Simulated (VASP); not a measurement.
Crystal: SiC.

```
Si C
1.0
     0.00000    2.02866    2.02866
     2.02866    0.00000    2.02866
     2.02866    2.02866    0.00000
Si C
1 1
Direct
  0.00000 0.00000 0.00000
  0.50000 0.50000 0.50000
```

The cell was built by a generator and needn't be a form met in nature.

```yaml
Program: VASP 6.6.1
Task: relaxation of cell and atoms
Functional: LDA
Potentials_or_basis: VASP PAW LDA potentials, release 64 (Si, C)
Cutoff: 600 eV
k_mesh: 18 × 18 × 18
Occupations: gaussian, width 0.1 eV
Spin: no spin polarisation
```

At the start: pressure -8.8 GPa; volume 8.35 Å³/atom.

How do energy, volume and symmetry change on relaxing?

Over 3 steps the energy falls by 8.3 meV/atom and the volume is 8.06 Å³/atom (-3.5 %); space group Fm-3m (No. 225, to 0.05 Å).

The path:
```tsv
step	energy change (eV)	largest force (eV/Å)	pressure (GPa)	volume (Å³)
1	0.0000	0.0000	-8.85	16.70
2	-0.0033	0.0000	8.82	15.61
3	-0.0167	0.0000	-0.03	16.11
```

Final structure:
```yaml
crystal:
  lattice:
    - [0.00000, 2.00461, 2.00461]
    - [2.00461, 0.00000, 2.00461]
    - [2.00461, 2.00461, 0.00000]
  atoms:
    - { symbol: Si, position: [0.00000, 0.00000, 0.00000] }
    - { symbol: C, position: [0.50000, 0.50000, 0.50000] }
```
